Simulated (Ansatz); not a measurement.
# Hf3H: the cost of one run

Computed with Ansatz 0.2.0 (DFT PBE, scalar-relativistic, plane waves, PAW, unless a step's input says otherwise).

2 further runs of the same task are left out: 1 that didn't finish, 1 set aside as unsound or not needed.

## 1. The starting structure

It takes space group Cm (No. 8, monoclinic). Conventional cell: a = 3.545 Å, b = 5.013 Å, c = 20.281 Å, α = 90.00°, β = 90.00°, γ = 90.00°. Hf (site symmetry m) is surrounded by 6 Hf at 2.98 to 3.07 Å. Around Hf (site symmetry m) lie 8 Hf at 2.97 to 3.07 Å. Hf (site symmetry m) has 1 H at 1.87 Å as nearest neighbours. Around H (site symmetry m) lie 1 Hf at 1.87 Å.

Structure file:

```
Hf H
1.0
     3.06974    0.00000    0.00000
    -1.02325    2.89417    0.00000
     0.00000    0.00000   20.28141
Hf H
3 1
Direct
  0.50000 0.50000 0.19722
  0.00000 0.00000 0.31534
  0.50000 0.50000 0.43298
  0.66667 0.66667 0.52049
```

This is the geometry of the first run shown, built on a cell relaxed beforehand with the same method.

## 2. Plan of the line

Atoms count from 1 in the order of the input.

H is moved over the surface cell; relaxed at each place: the height of the adsorbate's atoms; substrate rigid; the origin of the map has the adsorbate above Hf3.

The axes are (1) position of H4 along the first surface vector, from above Hf3: 6 values from 0.000 to 0.833, periodic; (2) position of H4 along the second surface vector, from above Hf3: 6 values from 0.000 to 0.833, periodic.

Relaxed at each point: the height of the adsorbate's atoms; substrate rigid. Points are written as (first, second).

The two vectors of the plane (Å): (3.070, 0.000, 0.000); (-1.023, 2.894, 0.000).

## 3. Point (1/6, 1/6) of the map's two axes

input.yaml

```yaml
crystal:
  lattice:
    - [3.0697355021, 0.0, 0.0]
    - [-1.0232451674, 2.8941743867, 0.0]
    - [0.0, 0.0, 20.2814081478]
  atoms:
    - { symbol: Hf, position: [0.5, 0.5, 0.1972249644] }
    - { symbol: Hf, position: [0.0, 0.0, 0.3153436029] }
    - { symbol: Hf, position: [0.5, 0.5, 0.4329782273] }
    - { symbol: H, position: [0.6666666667, 0.6666666667, 0.5204910684] }
basis:
  ecutwfc: 420
kpoints:
  mp_grid: { grid: [9, 9, 1] }
hamiltonian:
  xc: pbe
scf:
  occupations: { method: gaussian, width: 0.1 }
output:
  forces: true
  eigenvalues: true
relax:
  adjacent_minimum: "off"
  f_tol: 0.025
  max_steps: 16
  constraints: [{ sites: [0, 1, 2] }, { sites: [3], fix: xy }]
efield:
  axis: 3
  dipole_correction: true
  ramp_width: 0.04
```

On the command line:

```bash
$ ansatz run input.yaml --threads 1 --pin off --max-ram 3072MiB --backend cpu --events-out ev --progress --plain --runs-dir out
```

**Question.** How long does this run take on 1 thread of AMD EPYC 7R43 (Zen 3), shared host, and how much memory does it need?

About 63 s, with a peak of 0.54 GiB.
